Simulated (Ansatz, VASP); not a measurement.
**One calculation of Mg3H, two programs**

```
CELL_PARAMETERS angstrom
5.89651 0.00000 0.00000
-2.94825 5.10652 0.00000
0.00000 0.00000 5.25459
ATOMIC_POSITIONS crystal
Mg 0.83102 0.66204 0.25000
Mg 0.16898 0.83102 0.75000
Mg 0.33796 0.16898 0.25000
Mg 0.16898 0.33796 0.75000
Mg 0.83102 0.16898 0.25000
Mg 0.66204 0.83102 0.75000
H 0.33333 0.66667 0.25000
H 0.66667 0.33333 0.75000
```

Alike in both runs: functional PBE; k mesh 6 × 6 × 4; occupations gaussian, width 0.1 eV; no spin polarisation.

Ansatz relaxed the structure, and its values are those at the end. VASP's run is a single point on that final structure, the one shown.

|  | VASP | Ansatz |
| --- | --- | --- |
| version | VASP 6.6.1 | Ansatz 0.2.0 |
| potentials or method | VASP PAW PBE potentials, release 64 (Mg, H) | scalar-relativistic, plane waves, PAW |
| plane-wave cutoff (eV) | 520 | 420 |
| valence electrons in the cell | 14 | 62 |

VASP gave:

* gap on the k mesh at the Fermi level (eV): none
* pressure (GPa): 0.1
* rms of the force components (eV/Å): 0.003

Question: Which values does Ansatz return?

Answer: gap on the k mesh at the Fermi level (eV): none; pressure (GPa): 0.2; rms of the force components (eV/Å): 0.004.

A gap of «none» marks a metal or a gap that the smearing closes. The two sets of potentials don't hold the same shells in valence.
